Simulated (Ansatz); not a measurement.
# Ag (hcp type): the cost of one run

Method: DFT PBE, with the methods named in each step, in Ansatz 0.2.0.

This is Ag in the hcp structure; at room conditions it is fcc.

## Step 1: The starting structure

Symmetry: P6_3/mmc, No. 194, hexagonal system. The conventional cell has a = 2.917 Å, b = 2.917 Å, c = 4.846 Å, α = 90.00°, β = 90.00°, γ = 120.00°. Around Ag (site symmetry -6m2) lie 12 Ag at 2.92 to 2.95 Å.

Structure file:

```
Ag
1.0
     2.91691    0.00000    0.00000
    -1.45846    2.52612    0.00000
     0.00000    0.00000    4.84644
Ag
2
Direct
  0.33333 0.66667 0.25000
  0.66667 0.33333 0.75000
```

Whether this phase is the stable one at these pressures isn't tested.

Atoms are numbered in the order of the input: Ag1, Ag2.

## Step 2: The reference volume, LAPW

The input, input.yaml:

```yaml
crystal:
  lattice:
    - [2.9169126286, 0.0, 0.0]
    - [-1.4584563143, 2.526120437, 0.0]
    - [0.0, 0.0, 4.8464355777]
  atoms:
    - { symbol: Ag, position: [0.3333333333, 0.6666666667, 0.25] }
    - { symbol: Ag, position: [0.6666666667, 0.3333333333, 0.75] }
kpoints:
  mp_grid: { grid: [15, 15, 8] }
  band_path:
    path:
      - [0.0, 0.0, 0.0]
      - [0.5, 0.0, 0.0]
      - [0.3333333333, 0.3333333333, 0.0]
      - [0.0, 0.0, 0.0]
      - [0.0, 0.0, 0.5]
      - [0.5, 0.0, 0.5]
      - [0.3333333333, 0.3333333333, 0.5]
      - [0.0, 0.0, 0.5]
      - [0.5, 0.0, 0.5]
    npoints: 14
scf:
  occupations: { method: fermi_dirac, width: 0.05 }
hamiltonian:
  xc: pbe
  pseudopotentials: { kind: all_electron, lapw: { basis_error: 0.001 } }
output:
  forces: true
  stress: true
  eigenvalues: true
  populations: true
  dos: { projected: true, de: 0.2, e_range: [-14, 8] }
```

Launch:

```
ansatz run input.yaml --threads 1 --pin off --max-ram 2048MiB --backend cpu --events-out ev --progress --plain --runs-dir out
```

What time and memory should one allow on 1 thread of Intel Xeon Platinum 8488C (Sapphire Rapids), shared host?

About 22 s, with a peak of 0.51 GiB.
